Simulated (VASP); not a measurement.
## A VASP 6.6.1 single-point calculation on HgTe

INCAR

```
ISMEAR = -1
LDAUJ = 0 0
EDIFF = 1E-7
SIGMA = 0.02
LASPH = .TRUE.
ISIF = 2
LCHARG = .FALSE.
LDAU = .TRUE.
LREAL = .FALSE.
PREC = Accurate
IBRION = -1
ENCUT = 520
NELM = 75
LDAUTYPE = 2
LMAXMIX = 4
LWAVE = .FALSE.
LDAUL = 2 -1
NSW = 0
NBANDS = 16
GGA = CA
LDAUU = 8.0 0
```

KPOINTS

```
KPOINTS created by Atomic Simulation Environment
0
Gamma
6 6 6
0 0 0
```

POSCAR

```
Hg Te
 1.0000000000000000
     0.0000000000000000    3.2891578873062031    3.2891578873062031
     3.2891578873062031    0.0000000000000000    3.2891578873062031
     3.2891578873062031    3.2891578873062031    0.0000000000000000
 Hg  Te
   1   1
Cartesian
  0.0000000000000000  0.0000000000000000  0.0000000000000000
  1.6445789436531015  1.6445789436531015  1.6445789436531015
```

The recommended LDA PAW datasets give the neutral cell 18 valence electrons.

Command

```
mpirun -np 1 vasp_std
```

Task: Predict the outcome of this run.

Result: It converged. Results: gap between bands v and c on the k mesh 0.00 eV; least direct gap on the k mesh 0.00 eV; pressure -3.5 GPa. Band v is the last that the valence electrons fill when counted band by band, and c is the next.

OSZICAR

```
N       E                     dE             d eps       ncg     rms          rms(c)
DAV:   1     0.107219844171E+03    0.10722E+03   -0.81091E+03   512   0.961E+02
DAV:   2     0.310247298067E+00   -0.10691E+03   -0.10302E+03   632   0.216E+02
DAV:   3    -0.389263916657E+01   -0.42029E+01   -0.41976E+01   624   0.482E+01
DAV:   4    -0.393276598381E+01   -0.40127E-01   -0.40126E-01   800   0.459E+00
DAV:   5    -0.393283384628E+01   -0.67862E-04   -0.67862E-04   640   0.179E-01    0.159E+01
DAV:   6    -0.382643137265E+01    0.10640E+00   -0.47238E-01   552   0.806E+00    0.926E+00
DAV:   7    -0.388631560626E+01   -0.59884E-01   -0.16333E-01   584   0.372E+00    0.309E+00
DAV:   8    -0.389443698337E+01   -0.81214E-02   -0.52776E-02   592   0.216E+00    0.102E+00
DAV:   9    -0.389472064009E+01   -0.28366E-03   -0.17491E-03   616   0.402E-01    0.283E-01
DAV:  10    -0.389464500065E+01    0.75639E-04   -0.26589E-04   624   0.173E-01    0.897E-02
DAV:  11    -0.389463620565E+01    0.87950E-05   -0.57007E-05   592   0.697E-02    0.285E-02
DAV:  12    -0.389463596016E+01    0.24549E-06   -0.53473E-06   576   0.232E-02    0.962E-03
DAV:  13    -0.389463636316E+01   -0.40300E-06   -0.12955E-06   600   0.122E-02    0.766E-03
DAV:  14    -0.389463635034E+01    0.12815E-07   -0.11237E-07   584   0.328E-03
   1 F= -.38946364E+01 E0= -.38944593E+01  d E =-.354187E-03
```

Standard output (part)

```
POSCAR found type information on POSCAR HgTe
 POSCAR found :  2 types and       2 ions
 LDA part: xc-table for (Slater(with rela. corr.)+CA(PZ))
 , standard interpolation
 POSCAR, INCAR and KPOINTS ok, starting setup
 WAVECAR not read
 entering main loop
```

For comparison, a separate LDA run of the intended cell, on usual settings and not on those above, gives a gap of 0.00 eV on its mesh and a pressure of -2.4 GPa.
